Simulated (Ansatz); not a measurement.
# Copper, hcp under RPBE: ground state and equation of state, part 2 of 2

The plan for copper in the hcp structure: relax it, solve it on a dense k-mesh, then scale the cell to 7 volumes from 88 to 112 % of the relaxed one and try a fit of the equation of state. Spin polarisation is left out. The k-meshes are 14×14×8 for the relaxation; 23×23×12 for the dense run; 16×16×8 for the volumes.

Ansatz 0.2.0; DFT, RPBE, plane waves (420 eV) with PAW, scalar-relativistic. The steps go on from the part before.

## (5) Equation of state: 92 %

This is Cu in the hcp structure; at room conditions it is fcc.

Input file input.yaml:

```yaml
crystal:
  lattice:
    - [2.5259894675, 0.0, 0.0]
    - [-1.2629947337, 2.1875710485, 0.0]
    - [0.0, 0.0, 4.1352566849]
  atoms:
    - { symbol: Cu, position: [0.3333333333, 0.6666666667, 0.25] }
    - { symbol: Cu, position: [0.6666666667, 0.3333333333, 0.75] }
hamiltonian:
  xc: rpbe
  pseudopotentials:
    kind: paw
    azcp:
      Cu: "pseudopotentials/Cu.paw.azcp"
basis:
  ecutwfc: 420
  fft_grid_basis: typed
kpoints:
  mp_grid: { grid: [16, 16, 8], shift: [0, 0, 0] }
magnetization:
  spin_polarized: false
scf:
  occupations: { method: fermi_dirac, width: 0.1 }
  lower_state_search: "off"
output:
  stress: true
  write_density: true
  write_potential: true
  elf: true
  volumetric_format: npy
```

Standard output, shortened:

```text
Warning: RAYON_NUM_THREADS=2 ignored (pool sized by the plan → 2); use --threads N
[...]
Pseudopotentials: kind: paw
Pseudopotential: Cu, paw, valence charge 19, recommended cutoff 420 eV (normal), <dir>
Functional definition: RPBE
[...]
Crystal: 2 atoms, lattice volume = 22.851 Å³
Basis set: ecut = 420 eV, 451 PW (Γ)
Bands: 23, of which v1, the nominal top of the filled ones, is band 19 counted from 1 (18 counted from 0)
Symmetry: 24 space group operations
Space group: P63/mmc (ITA 194), of the structure as read, at distance tolerance 2.8e-5 Å
k-points: 150 of 2048
[...]
SCF iter   1: F=—  HF=-13260.656151 eV  |F-HF|=—  |Δ(HF+E_count)|=         —  Δρ=8.86e-3  dr2=8.78e-3  ethr=1.77e-3  ⟨swp⟩=4.9  Hψ=12656  notcnv=0
[...]
SCF iter   6: F=-13260.654580 eV  HF=-13260.654580 eV  |F-HF|=2.36e-11  |Δ(HF+E_count)|=  9.30e-10  Δρ=6.09e-7  dr2=3.10e-11  ethr=6.35e-12  ⟨swp⟩=4.5  Hψ=19077  notcnv=0
[...]
SCF converged after 6 iterations
Free energy (F): -13260.654580 eV
[...]
E sigma→0 (E₀):  -13260.641428 eV
Entropy (-TS):   -0.026303 eV (-13.152 meV/atom)
Fermi energy:    17.600775 eV
[...]
--- Stress (GPa, compression-positive) ---
       12.610159      -0.000000      -0.000000
        0.000000      12.610159       0.000000
       -0.000000       0.000000      12.473320
  P = ⅓ Tr σ = 12.5645 GPa (125.645 kbar)
--- Band table (eV; the first three rows and the last of 150) ---
  k-point 0: bands = ["-95.1609", "-95.1452", "-52.5066", "-52.4051", "-52.4051", "-52.3872", "-52.3872", "-52.3857", "7.9850", "12.3626", "14.5240", "14.5963", "14.5963", "14.8156", "14.8156", "15.1250", "15.1250", "15.9082", "15.9082", "16.4610", "21.5487", "39.2431", "39.8842"]
[...]
```

It took 2.6 s on 2 threads of Arm Neoverse V1, shared host; peak memory 0.34 GiB.

## (6) Equation of state: 96 %

Changes to input.yaml since step 5:

```diff
@@ -2,5 +2,5 @@
   lattice:
-    - [2.5259894675, 0.0, 0.0]
-    - [-1.2629947337, 2.1875710485, 0.0]
-    - [0.0, 0.0, 4.1352566849]
+    - [2.5620799073, 0.0, 0.0]
+    - [-1.2810399537, 2.2188262863, 0.0]
+    - [0.0, 0.0, 4.1943397628]
   atoms:
```

Standard output, shortened:

```text
Warning: RAYON_NUM_THREADS=2 ignored (pool sized by the plan → 2); use --threads N
[...]
[... 3 set-up lines as earlier in the session ...]
[...]
Crystal: 2 atoms, lattice volume = 23.844 Å³
Basis set: ecut = 420 eV, 465 PW (Γ)
Bands: 23, of which v1, the nominal top of the filled ones, is band 19 counted from 1 (18 counted from 0)
[... 2 set-up lines as earlier in the session ...]
k-points: 150 of 2048
[...]
SCF iter   1: F=—  HF=-13260.711467 eV  |F-HF|=—  |Δ(HF+E_count)|=         —  Δρ=9.06e-3  dr2=9.71e-3  ethr=1.77e-3  ⟨swp⟩=4.6  Hψ=12605  notcnv=0
[...]
SCF iter   6: F=-13260.709755 eV  HF=-13260.709755 eV  |F-HF|=5.46e-12  |Δ(HF+E_count)|=   1.93e-9  Δρ=4.10e-7  dr2=2.23e-11  ethr=1.17e-11  ⟨swp⟩=4.8  Hψ=19014  notcnv=0
[...]
SCF converged after 6 iterations
Free energy (F): -13260.709755 eV
[...]
E sigma→0 (E₀):  -13260.696509 eV
Entropy (-TS):   -0.026491 eV (-13.246 meV/atom)
Fermi energy:    16.675694 eV
[...]
--- Stress (GPa, compression-positive) ---
        5.531406       0.000000       0.000000
        0.000000       5.531406       0.000000
        0.000000       0.000000       5.473870
  P = ⅓ Tr σ = 5.5122 GPa (55.122 kbar)
--- Band table (eV; the first three rows and the last of 150) ---
  k-point 0: bands = ["-95.9789", "-95.9661", "-53.3171", "-53.2316", "-53.2316", "-53.2163", "-53.2163", "-53.2149", "7.3880", "11.6814", "13.7328", "13.8014", "13.8014", "14.0057", "14.0057", "14.2953", "14.2953", "15.0293", "15.0293", "15.6628", "20.4069", "37.9691", "38.3115"]
[...]
```

Run time: 2.7 s. Hardware: 2 threads of Arm Neoverse V1, shared host; peak memory 0.34 GiB.

## (7) Equation of state: 100 %

Changes to input.yaml since step 6:

```diff
@@ -2,5 +2,5 @@
   lattice:
-    - [2.5620799073, 0.0, 0.0]
-    - [-1.2810399537, 2.2188262863, 0.0]
-    - [0.0, 0.0, 4.1943397628]
+    - [2.5971812542, 0.0, 0.0]
+    - [-1.2985906271, 2.2492249444, 0.0]
+    - [0.0, 0.0, 4.2518036126]
   atoms:
```

Standard output, shortened:

```text
Warning: RAYON_NUM_THREADS=2 ignored (pool sized by the plan → 2); use --threads N
[...]
[... 3 set-up lines as earlier in the session ...]
[...]
Crystal: 2 atoms, lattice volume = 24.838 Å³
Basis set: ecut = 420 eV, 525 PW (Γ)
Bands: 23, of which v1, the nominal top of the filled ones, is band 19 counted from 1 (18 counted from 0)
[... 2 set-up lines as earlier in the session ...]
k-points: 150 of 2048
[...]
SCF iter   1: F=—  HF=-13260.727887 eV  |F-HF|=—  |Δ(HF+E_count)|=         —  Δρ=9.17e-3  dr2=1.05e-2  ethr=1.77e-3  ⟨swp⟩=4.6  Hψ=12597  notcnv=0
[...]
SCF iter   6: F=-13260.726111 eV  HF=-13260.726111 eV  |F-HF|=1.09e-11  |Δ(HF+E_count)|=   2.43e-9  Δρ=4.41e-7  dr2=2.87e-11  ethr=1.38e-11  ⟨swp⟩=5.2  Hψ=19301  notcnv=0
[...]
SCF converged after 6 iterations
Free energy (F): -13260.726111 eV
[...]
E sigma→0 (E₀):  -13260.712881 eV
Entropy (-TS):   -0.026460 eV (-13.230 meV/atom)
Fermi energy:    15.827212 eV
[...]
--- Stress (GPa, compression-positive) ---
       -0.021784       0.000000       0.000000
       -0.000000      -0.021784      -0.000000
        0.000000      -0.000000      -0.007672
  P = ⅓ Tr σ = -0.0171 GPa (-0.171 kbar)
--- Band table (eV; the first three rows and the last of 150) ---
  k-point 0: bands = ["-96.7309", "-96.7204", "-54.0633", "-53.9909", "-53.9909", "-53.9778", "-53.9778", "-53.9764", "6.8433", "11.0537", "13.0039", "13.0691", "13.0691", "13.2602", "13.2602", "13.5320", "13.5320", "14.2215", "14.2215", "14.9313", "19.3581", "36.7831", "36.8539"]
[...]
```

Run time: 2.8 s. Hardware: 2 threads of Arm Neoverse V1, shared host; peak memory 0.34 GiB.

## (8) Equation of state: 104 %

Changes to input.yaml since step 7:

```diff
@@ -2,5 +2,5 @@
   lattice:
-    - [2.5971812542, 0.0, 0.0]
-    - [-1.2985906271, 2.2492249444, 0.0]
-    - [0.0, 0.0, 4.2518036126]
+    - [2.6313586111, 0.0, 0.0]
+    - [-1.3156793055, 2.2788234037, 0.0]
+    - [0.0, 0.0, 4.3077548133]
   atoms:
@@ -26,5 +26 @@
   stress: true
-  write_density: true
-  write_potential: true
-  elf: true
-  volumetric_format: npy
```

Standard output, shortened:

```text
Warning: RAYON_NUM_THREADS=2 ignored (pool sized by the plan → 2); use --threads N
[...]
[... 3 set-up lines as earlier in the session ...]
[...]
Crystal: 2 atoms, lattice volume = 25.831 Å³
Basis set: ecut = 420 eV, 525 PW (Γ)
Bands: 23, of which v1, the nominal top of the filled ones, is band 19 counted from 1 (18 counted from 0)
[... 1 set-up line as earlier in the session ...]
Space group: P63/mmc (ITA 194), of the structure as read, at distance tolerance 3.0e-5 Å
k-points: 150 of 2048
[...]
SCF iter   1: F=—  HF=-13260.713860 eV  |F-HF|=—  |Δ(HF+E_count)|=         —  Δρ=9.18e-3  dr2=1.10e-2  ethr=1.77e-3  ⟨swp⟩=4.7  Hψ=12623  notcnv=0
[...]
SCF iter   6: F=-13260.712019 eV  HF=-13260.712019 eV  |F-HF|=2.55e-11  |Δ(HF+E_count)|=   2.29e-9  Δρ=3.53e-7  dr2=1.87e-11  ethr=1.62e-11  ⟨swp⟩=2.3  Hψ=11103  notcnv=0
[...]
SCF converged after 6 iterations
Free energy (F): -13260.712019 eV
[...]
E sigma→0 (E₀):  -13260.698867 eV
Entropy (-TS):   -0.026305 eV (-13.153 meV/atom)
Fermi energy:    15.045839 eV
[...]
--- Stress (GPa, compression-positive) ---
       -4.378538      -0.000000       0.000000
       -0.000000      -4.378538       0.000000
        0.000000       0.000000      -4.305076
  P = ⅓ Tr σ = -4.3541 GPa (-43.541 kbar)
```

Run time: 2.1 s. Hardware: 2 threads of Arm Neoverse V1, shared host; peak memory 0.34 GiB.

## (9) Equation of state: 108 %

Changes to input.yaml since step 8:

```diff
@@ -2,5 +2,5 @@
   lattice:
-    - [2.6313586111, 0.0, 0.0]
-    - [-1.3156793055, 2.2788234037, 0.0]
-    - [0.0, 0.0, 4.3077548133]
+    - [2.6646704843, 0.0, 0.0]
+    - [-1.3323352421, 2.3076723321, 0.0]
+    - [0.0, 0.0, 4.3622891445]
   atoms:
@@ -26 +26,5 @@
   stress: true
+  write_density: true
+  write_potential: true
+  elf: true
+  volumetric_format: npy
```

Standard output, shortened:

```text
Warning: RAYON_NUM_THREADS=2 ignored (pool sized by the plan → 2); use --threads N
[...]
[... 3 set-up lines as earlier in the session ...]
[...]
Crystal: 2 atoms, lattice volume = 26.825 Å³
Basis set: ecut = 420 eV, 549 PW (Γ)
Bands: 23, of which v1, the nominal top of the filled ones, is band 19 counted from 1 (18 counted from 0)
[... 2 set-up lines as earlier in the session ...]
k-points: 150 of 2048
[...]
SCF iter   1: F=—  HF=-13260.675943 eV  |F-HF|=—  |Δ(HF+E_count)|=         —  Δρ=9.09e-3  dr2=1.12e-2  ethr=1.77e-3  ⟨swp⟩=4.7  Hψ=12641  notcnv=0
[...]
SCF iter   6: F=-13260.674076 eV  HF=-13260.674076 eV  |F-HF|=9.38e-9  |Δ(HF+E_count)|=   1.76e-7  Δρ=9.28e-6  dr2=2.17e-8  ethr=2.63e-10  ⟨swp⟩=8.2  Hψ=23864  notcnv=0
[...]
SCF converged after 6 iterations
Free energy (F): -13260.674076 eV
[...]
E sigma→0 (E₀):  -13260.661019 eV
Entropy (-TS):   -0.026115 eV (-13.057 meV/atom)
Fermi energy:    14.323853 eV
[...]
--- Stress (GPa, compression-positive) ---
       -7.788046      -0.000000       0.000000
       -0.000000      -7.788046       0.000000
        0.000000       0.000000      -7.671794
  P = ⅓ Tr σ = -7.7493 GPa (-77.493 kbar)
--- Band table (eV; the first three rows and the last of 150) ---
  k-point 0: bands = ["-98.0662", "-98.0591", "-55.3907", "-55.3382", "-55.3382", "-55.3284", "-55.3284", "-55.3272", "5.8863", "9.9358", "11.7061", "11.7654", "11.7654", "11.9334", "11.9334", "12.1745", "12.1745", "12.7873", "12.7873", "13.6376", "17.4990", "34.2433", "34.2433"]
[...]
```

Wall time 3.1 s (2 threads of Arm Neoverse V1, shared host); peak memory 0.35 GiB.

## (10) Equation of state: 112 %

Changes to input.yaml since step 9:

```diff
@@ -2,5 +2,5 @@
   lattice:
-    - [2.6646704843, 0.0, 0.0]
-    - [-1.3323352421, 2.3076723321, 0.0]
-    - [0.0, 0.0, 4.3622891445]
+    - [2.6971696688, 0.0, 0.0]
+    - [-1.3485848344, 2.3358174515, 0.0]
+    - [0.0, 0.0, 4.4154930361]
   atoms:
```

Standard output, shortened:

```text
Warning: RAYON_NUM_THREADS=2 ignored (pool sized by the plan → 2); use --threads N
[...]
[... 3 set-up lines as earlier in the session ...]
[...]
Crystal: 2 atoms, lattice volume = 27.818 Å³
Basis set: ecut = 420 eV, 549 PW (Γ)
Bands: 23, of which v1, the nominal top of the filled ones, is band 19 counted from 1 (18 counted from 0)
[... 2 set-up lines as earlier in the session ...]
k-points: 150 of 2048
[...]
SCF iter   1: F=—  HF=-13260.619340 eV  |F-HF|=—  |Δ(HF+E_count)|=         —  Δρ=8.94e-3  dr2=1.13e-2  ethr=1.77e-3  ⟨swp⟩=4.6  Hψ=12653  notcnv=0
[...]
SCF iter   6: F=-13260.617485 eV  HF=-13260.617485 eV  |F-HF|=1.38e-8  |Δ(HF+E_count)|=   2.00e-7  Δρ=9.35e-6  dr2=2.15e-8  ethr=2.63e-10  ⟨swp⟩=8.2  Hψ=23869  notcnv=0
[...]
SCF converged after 6 iterations
Free energy (F): -13260.617485 eV
[...]
E sigma→0 (E₀):  -13260.604518 eV
Entropy (-TS):   -0.025935 eV (-12.968 meV/atom)
Fermi energy:    13.654787 eV
[...]
--- Stress (GPa, compression-positive) ---
      -10.441084       0.000000       0.000000
       -0.000000     -10.441084       0.000000
        0.000000       0.000000     -10.300718
  P = ⅓ Tr σ = -10.3943 GPa (-103.943 kbar)
--- Band table (eV; the first three rows and the last of 150) ---
  k-point 0: bands = ["-98.6615", "-98.6556", "-55.9835", "-55.9384", "-55.9384", "-55.9299", "-55.9299", "-55.9288", "5.4640", "9.4359", "11.1260", "11.1826", "11.1826", "11.3407", "11.3407", "11.5684", "11.5684", "12.1478", "12.1478", "13.0629", "16.6713", "33.0694", "33.0694"]
[...]
```

Wall time 3.2 s (2 threads of Arm Neoverse V1, shared host); peak memory 0.35 GiB.

## (11) The equation of state

The cell was scaled evenly, with its shape and the fractional positions fixed.

```csv
V (Å³/atom),E − E₀ (meV/atom),P from the stress (GPa),P from the fit (GPa)
10.929,88.0,21.57,21.53
11.425,35.7,12.56,12.54
11.922,8.2,5.51,5.51
12.419,0.0,-0.02,-0.01
12.916,7.0,-4.35,-4.34
13.412,25.9,-7.75,-7.73
13.909,54.2,-10.39,-10.39
```

Fit (Birch-Murnaghan, third order): V₀ = 12.418 Å³/atom, B₀ = 122 GPa, B₀′ = 5.1, largest residual 0.01 meV/atom.

## (12) What came out

This closing draws on all 2 parts.

| quantity | value |
| --- | --- |
| space group (spins left aside) | P6_3/mmc (No. 194) |
| conventional cell | a = 2.597 Å, c = 4.252 Å (c/a = 1.637) |
| volume | 12.419 Å³/atom |
| shortest distance | 2.597 Å |
| gap on the mesh | none (levels filled in part) |
| relative to fcc | +9 meV/atom |
| V₀, B₀, B₀′ | 12.418 Å³/atom, 122 GPa, 5.1 |

**Reading.** The relaxation enlarged the cell by 5.2 % in volume. It lies 9 meV/atom above the element's reference form at the same level (fcc, from a run of its own). No gap shows: it is a metal or semimetal at this level. The fitted modulus is 122 GPa; letting shape and positions relax at each volume could only lower it. The symmetry was held, so the structure may be unstable against distortions that break it.
